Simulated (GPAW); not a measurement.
As:

```
As
1.0
     1.88080    1.08588    3.51406
    -1.88080    1.08588    3.51406
     0.00000   -2.17176    3.51406
As
2
Direct
  0.22600 0.22600 0.22600
  0.77400 0.77400 0.77400
```

```yaml
Program: GPAW 26.7.0
Task: relaxation of cell and atoms
Functional: revTPSS
Dispersion: D3(BJ)
Potentials_or_basis: GPAW PAW data sets (gpaw-data 1.2.1)
Cutoff: 600 eV
Basis: pw
k_mesh: 6 × 6 × 6
Occupations: fermi-dirac, width 0.05 eV
Spin: no spin polarisation
```

At the start: pressure -2.8 GPa; volume 21.53 Å³/atom.

Question: How do energy, volume and symmetry change on relaxing?

Answer: Over 28 steps the energy falls by 24.2 meV/atom and the volume is 19.94 Å³/atom (-7.4 %); space group R-3m (No. 166, to 0.05 Å).

Step by step:
```
step  energy change (eV)  largest force (eV/Å)  pressure (GPa)  volume (Å³)
   1              0.0000                0.2596           -2.85        43.06
   2             -0.0056                0.2501           -2.56        42.81
   3             -0.0148                0.2302           -2.01        42.35
   4             -0.0248                0.2069           -1.31        41.73
   5             -0.0340                0.1913           -0.64        41.03
   6             -0.0415                0.1331            0.02        40.32
   7             -0.0450                0.0187            0.62        39.70
   8             -0.0446                0.1030            0.99        39.24
   9             -0.0448                0.1008            0.95        39.26
  10             -0.0452                0.0965            0.89        39.30
  11             -0.0458                0.0902            0.79        39.35
  12             -0.0465                0.0818            0.66        39.41
  13             -0.0471                0.0716            0.52        39.49
  14             -0.0477                0.0597            0.37        39.57
  15             -0.0481                0.0463            0.21        39.67
  16             -0.0484                0.0304            0.05        39.77
  17             -0.0485                0.0119           -0.09        39.87
  18             -0.0484                0.0087           -0.19        39.97
  19             -0.0484                0.0089           -0.19        39.96
  20             -0.0484                0.0092           -0.18        39.96
  21             -0.0484                0.0095           -0.17        39.96
  22             -0.0484                0.0100           -0.16        39.95
  23             -0.0484                0.0105           -0.15        39.94
  24             -0.0484                0.0111           -0.13        39.93
  25             -0.0484                0.0116           -0.12        39.92
  26             -0.0484                0.0121           -0.10        39.91
  27             -0.0484                0.0125           -0.08        39.90
  28             -0.0485                0.0125           -0.05        39.88
```

Final structure:
```
As
1.0
     1.86048    1.07415    3.32622
    -1.86048    1.07415    3.32622
     0.00000   -2.14829    3.32622
As
2
Direct
  0.23080 0.23080 0.23080
  0.76920 0.76920 0.76920
```

Caveat: later steps reuse the first step's grids; the PAW data sets were made with another functional, which shifts forces and pressure a little; pairwise dispersion overbinds metals, which lowers pressure and volume.
